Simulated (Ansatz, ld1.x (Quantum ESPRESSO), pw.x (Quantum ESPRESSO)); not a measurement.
## What a changed setting does to a pw.x run (bcc Al)

Potential: norm-conserving Troullier–Martins (Kleinman–Bylander form), ld1.x (Quantum ESPRESSO) 7.5, PBE; core [Ne], reference 3s2 3p1; waves: 3s (bound): rc 2.90 bohr; 3d channel at 0.05 Ry: rc 2.98 bohr; 3p (bound): rc 3.12 bohr; local part: the p channel; core correction: none.

The reference run (k-mesh 14³, cutoffs 35/140 Ry, Fermi–Dirac 0.01 Ry, mixing_beta 0.4, conv_thr 1e-9, no spin) gives 0.40 GPa at 16.945 Å³/atom, where all-electron LAPW gives 0.07 GPa. This run, with its own iteration cap, changes smearing to mv.

```
&control
  calculation='scf', prefix='x', pseudo_dir='./', outdir='./tmp', tstress=.true., disk_io='none'
/
&system
  ibrav=0, nat=1, ntyp=1, ecutwfc=35, ecutrho=140, nbnd=8,
  occupations='smearing', smearing='mv', degauss=0.01
/
&electrons
  conv_thr=1e-09, mixing_beta=0.4, electron_maxstep=60
/
ATOMIC_SPECIES
Al 1.0 Al.UPF
CELL_PARAMETERS angstrom
  -1.61805716 1.61805716 1.61805716
  1.61805716 -1.61805716 1.61805716
  1.61805716 1.61805716 -1.61805716
ATOMIC_POSITIONS crystal
Al 0.0000 0.0000 0.0000
K_POINTS automatic
14 14 14 0 0 0
```

```bash
pw.x < Al.scf.in > Al.scf.out
```

Task: How does the run end?

Result: It converges in 6 iterations; the free energy moves by +11.6 meV/atom and the pressure by +0.05 GPa. This scheme is built to cancel the term in the square of the width that Fermi–Dirac smearing leaves in the F of a metal.

```
Message from routine setup:
     using ibrav=0 with symmetry is DISCOURAGED, use correct ibrav instead
     lattice parameter (alat)  =       5.2961  a.u.
     unit-cell volume          =     114.3505 (a.u.)^3
     number of electrons       =         3.00
     number of Kohn-Sham states=            8
     kinetic-energy cutoff     =      35.0000  Ry
     charge density cutoff     =     140.0000  Ry
     scf convergence threshold =      1.0E-09
     Exchange-correlation= PBE
     number of k points=   104  Marzari-Vanderbilt smearing, width (Ry)=  0.0100
     iteration #  1     ecut=    35.00 Ry     beta= 0.40
     total energy              =      -4.15213695 Ry
     estimated scf accuracy    <       0.00617730 Ry
     iteration #  2     ecut=    35.00 Ry     beta= 0.40
     total energy              =      -4.15176061 Ry
     estimated scf accuracy    <       0.00201156 Ry
     iteration #  3     ecut=    35.00 Ry     beta= 0.40
     total energy              =      -4.15179482 Ry
     estimated scf accuracy    <       0.00000166 Ry
     iteration #  4     ecut=    35.00 Ry     beta= 0.40
     total energy              =      -4.15179512 Ry
     estimated scf accuracy    <       0.00000061 Ry
     iteration #  5     ecut=    35.00 Ry     beta= 0.40
     total energy              =      -4.15179513 Ry
     estimated scf accuracy    <          5.3E-09 Ry
     iteration #  6     ecut=    35.00 Ry     beta= 0.40
     the Fermi energy is     7.6606 ev
!    total energy              =      -4.15179513 Ry
     estimated scf accuracy    <          2.7E-10 Ry
     smearing contrib. (-TS)   =      -0.00007028 Ry
     The total energy is F=E-TS. E is the sum of the following terms:
     one-electron contribution =       2.78608777 Ry
     hartree contribution      =       0.00262038 Ry
     xc contribution           =      -1.58456695 Ry
     ewald contribution        =      -5.35586606 Ry
     convergence has been achieved in   6 iterations
          total   stress  (Ry/bohr**3)                   (kbar)     P=        4.50
     Message from routine punch:
     Nothing written, as per user request (disk_io='none')
```

The run took about 2.1 s on one core of a shared host (Neoverse-V1, 32 threads, 247 GiB, load 24).
